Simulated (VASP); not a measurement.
# Sb (I4/mmm) in VASP: a series of runs

The runs below take Sb through single point, with r2SCAN.

Program: VASP 6.6.1. These are calculated values, not measurements. Logs are shortened: lines on timing, memory, paths and dates and some standing lists are left out, and cuts for length are marked.

### 1 The structure

The structure is tetragonal, space group I4/mmm (No. 139). Conventional cell: a = 3.153 Å, b = 3.153 Å, c = 5.424 Å, α = 90.00°, β = 90.00°, γ = 90.00°. Sb (site symmetry 4/mmm) has 12 Sb at 3.15 to 3.51 Å as nearest neighbours.

This isn't the form of Sb at room conditions, which is rhombohedral.

### 2 Single point, r2SCAN

Input file INCAR:

```
ADDGRID = False
ALGO = Normal
EDIFF = 1E-6
ENCUT = 200
ISIF = 2
ISMEAR = 0
LASPH = True
LCHARG = False
LMIXTAU = True
LREAL = False
LWAVE = False
METAGGA = R2SCAN
NBANDS = 8
NELM = 100
PREC = Accurate
SIGMA = 0.05
```

Input file KPOINTS:

```
k-points
0
Gamma
  7 7 7
```

Input file POSCAR:

```
Sb
1.0
   -1.5765401831      1.5765401831      2.7119384313
    1.5765401831     -1.5765401831      2.7119384313
    1.5765401831      1.5765401831     -2.7119384313
Sb
1
Direct
    0.0000000000      0.0000000000      0.0000000000
```

Potentials or basis: VASP PAW PBE potentials, release 64 (Sb).

The run is started by

```console
$ cat potpaw_PBE.64/Sb/POTCAR > POTCAR
$ mpirun -np 1 vasp_std > vasp.out
```

OUTCAR:

```text
EDIFF = 1E-6
   ENCUT = 200
   ISIF = 2
   ISMEAR = 0
   LASPH = True
   LREAL = False
   METAGGA = R2SCAN
   NELM = 100
   PREC = Accurate

 Found     40 irreducible k-points:

 Following reciprocal coordinates:
            Coordinates               Weight
  0.000000  0.000000  0.000000      1.000000
  0.142857  0.000000 -0.000000      8.000000
  0.285714  0.000000  0.000000      8.000000
  0.428571  0.000000 -0.000000      8.000000
  0.142857  0.142857 -0.000000      8.000000
  0.285714  0.142857  0.000000     16.000000
   k-points           NKPTS =     40   k-points in BZ     NKDIM =     40   number of bands    NBANDS=      8
   number of dos      NEDOS =    301   number of ions     NIONS =      1
   total plane-waves  NPLWV =   4096
   dimension x,y,z NGX =    16 NGY =   16 NGZ =   16
   dimension x,y,z NGXF=    32 NGYF=   32 NGZF=   32
   ions per type =               1
   NGX,Y,Z   is equivalent  to a cutoff of   7.58,  7.58,  7.58 a.u.
   NGXF,Y,Z  is equivalent  to a cutoff of  15.15, 15.15, 15.15 a.u.
 SYSTEM =  unknown system
   PREC   = accura    normal or accurate (medium, high low for compatibility)
   ISTART =      0    job   : 0-new  1-cont  2-samecut
   ICHARG =      2    charge: 1-file 2-atom 10-const
   ISPIN  =      1    spin polarized calculation?
   LNONCOLLINEAR =      F non collinear calculations
   LSORBIT =      F    spin-orbit coupling
   LASPH  =      T    aspherical Exc in radial PAW
   ENCUT  =  200.0 eV  14.70 Ry    3.83 a.u.   4.05  4.05  4.05*2*pi/ulx,y,z
   NELM   =    100;   NELMIN=  2; NELMDL= -5     # of ELM steps
   EDIFF  = 0.1E-05   stopping-criterion for ELM
   LREAL  =      F    real-space projection
   EDIFFG = 0.1E-04   stopping-criterion for IOM
   NSW    =      0    number of steps for IOM
   IBRION =     -1    ionic relax: 0-MD 1-quasi-New 2-CG
   NFREE  =      0    steps in history (QN), initial steepest desc. (CG)
   ISIF   =      2    stress and relaxation
   ISYM   =      2    0-nonsym 1-usesym 2-fastsym
   POTIM  = 0.5000    time-step for ionic-motion
   TEBEG  =    0.0;   TEEND  =   0.0 temperature during run
   PSTRESS=    0.0 pullay stress
   NELECT =       5.0000    total number of electrons
   NUPDOWN=      -1.0000    fix difference up-down
   EMIN   =  10.00;   EMAX   =-10.00  energy-range for DOS
   EFERMI =   0.00;   METHOD = LEGACY
   ISMEAR =     0;   SIGMA  =   0.05  broadening in eV -4-tet -1-fermi 0-gaus
   EFERMI_NEDOS =   21; number of points for ismear=-14 and -15
   IALGO  =     38    algorithm
   IMIX   =      4    mixing-type and parameters
     AMIX     =   0.40;   BMIX     =  1.00
     AMIX_MAG =   1.60;   BMIX_MAG =  1.00
  volume/ion in A,a.u.               =      26.96       181.95
  Fermi-wavevector in a.u.,A,eV,Ry     =   0.933573  1.764197 11.858269  0.871558
  Thomas-Fermi vector in A             =   2.060288
   LORBIT       =      0    0 simple, 1 ext, 2 COOP (PROOUT), +10 PAW based schemes
   METAGGA = R2SCAN    functional components
   LHFCALC =     F    Hartree Fock is set to
   AEXX    =    0.0000 exact exchange contribution
   IVDW    =     0    specifies the selected vdW correction
   LEPSILON=     F    determine dielectric tensor
   LRPA    =     F    only Hartree local field effects (RPA)
 non-spin polarized calculation
 Gauss-broadening in eV      SIGMA  =   0.05
  energy-cutoff  :      200.00
  volume of cell :       26.96
 maximum number of plane-waves:       182
   NGX =  7   NGY =  7   NGZ =  7

 number of electron       5.0000008 magnetization

 Free energy of the ion-electron system (eV)
  ---------------------------------------------------
  ext. energy  EPLUGINS =         0.00000000
  ---------------------------------------------------
  free energy    TOTEN  =       -25.23177293 eV

  energy without entropy =      -25.23115373  energy(sigma->0) =      -25.23146333

 E-fermi :   8.4910     XC(G=0): -10.7770

 val. band max:        8.3956039721   @ k =  -0.1429  -0.4286   0.1429
 cond. band min:       8.5083030694   @ k =  -0.1429   0.2857   0.1429
 fundamental gap:      0.1126990973
 Fermi energy:         8.4910124317

 k-point     1 :       0.0000    0.0000    0.0000
  band No.  band energies     occupation
      1      -5.1188      2.00000
      2      13.3273      0.00000
      3      14.2153      0.00000
      4      14.2154      0.00000
      5      18.1969      0.00000
      6      19.7011      0.00000
      7      19.7650      0.00000
      8      19.7651      0.00000

 k-point     2 :       0.1429    0.0000   -0.0000
  band No.  band energies     occupation
      1      -4.6861      2.00000
      2      11.0260      0.00000
      3      12.6288      0.00000
      4      14.1347      0.00000
      5      17.3433      0.00000
      6      18.6144      0.00000
      7      20.2646      0.00000
      8      20.4365      0.00000

 k-point     3 :       0.2857    0.0000    0.0000
  band No.  band energies     occupation
      1      -3.4140      2.00000
      2       6.6499      2.00000
      3      11.2353      0.00000
      4      14.0749      0.00000
      5      15.8455      0.00000
      6      18.4819      0.00000
      7      21.0305      0.00000
      8      22.0900      0.00000

 k-point     4 :       0.4286    0.0000   -0.0000
  band No.  band energies     occupation
      1      -1.5597      2.00000
      2       3.0865      2.00000
      3      10.4029      0.00000
      4      14.1377      0.00000
      5      15.1182      0.00000
      6      18.9402      0.00000
      7      19.9218      0.00000
      8      20.3090      0.00000

 k-point     5 :       0.1429    0.1429   -0.0000
  band No.  band energies     occupation
      1      -4.0444      2.00000
      2       9.7746      0.00000
      3      10.6153      0.00000
      4      12.4195      0.00000
      5      17.7717      0.00000
      6      18.2909      0.00000
      7      20.2497      0.00000
      8      21.1969      0.00000

 k-point     6 :       0.2857    0.1429    0.0000
  band No.  band energies     occupation
      1      -2.5931      2.00000
      2       6.0155      2.00000
      3       9.7089      0.00000
      4      11.4892      0.00000
      5      16.6195      0.00000
      6      18.4112      0.00000
      7      20.4826      0.00000
      8      21.4937      0.00000

 [... further k-points ...]

------------------------ aborting loop because EDIFF is reached ----------------------------------------

  FORCE on cell =-STRESS in cart. coord.  units (eV):
  Direction    XX          YY          ZZ          XY          YZ          ZX
  --------------------------------------------------------------------------------------
  -------------------------------------------------------------------------------------
  Total        0.0301118      0.0301118      0.8888786      0.0000000     -0.0000000      0.0000000
  in kB        1.7893588      1.7893588     52.8205781      0.0000000     -0.0000000      0.0000000
  external PRESSURE =      18.7997653 kB  Pullay stress =       0.0000000 kB

 VOLUME and BASIS-vectors are now :
 -----------------------------------------------------------------------------
  energy-cutoff  :      200.00
  volume of cell :       26.96
      direct lattice vectors                 reciprocal lattice vectors
    -1.576540183  1.576540183  2.711938431     0.000000000  0.317150178  0.184369967
     1.576540183 -1.576540183  2.711938431     0.317150178  0.000000000  0.184369967
     1.576540183  1.576540183 -2.711938431     0.317150178  0.317150178  0.000000000

 POSITION                                       TOTAL-FORCE (eV/Angst)
 -----------------------------------------------------------------------------------
      0.00000      0.00000      0.00000         0.000000      0.000000      0.000000
 -----------------------------------------------------------------------------------
    total drift:                                0.000000      0.000000      0.000000

  FREE ENERGIE OF THE ION-ELECTRON SYSTEM (eV)
  ---------------------------------------------------
  free  energy   TOTEN  =       -25.2317729314 eV

  energy  without entropy=      -25.2311537303  energy(sigma->0) =      -25.23146333
```

stdout:

```text
POSCAR found type information on POSCAR Sb
 POSCAR found :  1 types and       1 ions
 scaLAPACK will be used
 -----------------------------------------------------------------------------
|                                                                             |
|                                                                             |
|     You enforced a specific xc type in the INCAR file but a different       |
|     I HOPE YOU KNOW WHAT YOU ARE DOING!                                     |
|                                                                             |
 -----------------------------------------------------------------------------

 LDA part: xc-table for (None), standard interpolation
 POSCAR, INCAR and KPOINTS ok, starting setup
 FFT: planning ... GRIDC
 FFT: planning ... GRID_SOFT
 FFT: planning ... GRID
 WAVECAR not read
 entering main loop
```

Run time: 7.4 s. Hardware: 1 thread of Intel Xeon Platinum 8375C at 2.90GHz (Ice Lake), shared host; peak memory 0.11 GiB.

The run converged, but some of its settings lie outside the range that counts as converged, so its numbers aren't taken as properties of the crystal.

What came out:

| Property | Result |
| --- | --- |
| Free energy | -25.2318 eV |
| Pressure | 1.9 GPa |
| Band gap on the k mesh | none (metal or under the smearing width) |

Caveat: the k mesh is coarse (spacing up to 0.40 Å⁻¹), so the values aren't converged; the cutoff is under 1.25 times the usual one of these potentials, so pressure, stress and relaxed cells hold a basis-set (Pulay) error; the PAW data sets were made with another functional, which shifts forces and pressure a little.

### 3 Single point, r2SCAN

INCAR is that of step 2.

KPOINTS is that of step 2.

Input file POSCAR:

```
Sb
1.0
   -1.5638750000      1.6131910000      2.7402030000
    1.6104090000     -1.5604430000      2.7365900000
    1.5281950000      1.5247630000     -2.7095380000
Sb
1
Direct
    0.0004760000      0.0218010000      0.0165680000
```

Potentials or basis: VASP PAW PBE potentials, release 64 (Sb).

The run is started by

```console
$ cat potpaw_PBE.64/Sb/POTCAR > POTCAR
$ mpirun -np 1 vasp_std > vasp.out
```

It took 18 s on 1 thread of Intel Xeon Platinum 8375C at 2.90GHz (Ice Lake), shared host; peak memory 0.12 GiB.

These settings aren't checked as converged: the numbers below hold their error.

Results:

| Property | Result |
| --- | --- |
| Free energy | -25.2368 eV |
| Pressure | 1.9 GPa |
| Band gap on the k mesh | none (metal or under the smearing width) |

Caveat: the k mesh is coarse (spacing up to 0.41 Å⁻¹), so the values aren't converged; the cutoff is under 1.25 times the usual one of these potentials, so pressure, stress and relaxed cells hold a basis-set (Pulay) error; the PAW data sets were made with another functional, which shifts forces and pressure a little.

### 4 The reference run

An earlier run on the cell as given: functional PBEsol; potentials or basis VASP PAW PBE potentials, release 64 (Sb); cutoff 520 eV; k mesh 12 × 12 × 12; occupations fermi-dirac, width 0.05 eV; no spin polarisation.

* Pressure: -1.3 GPa
* Band gap on the k mesh: none (metal or under the smearing width)
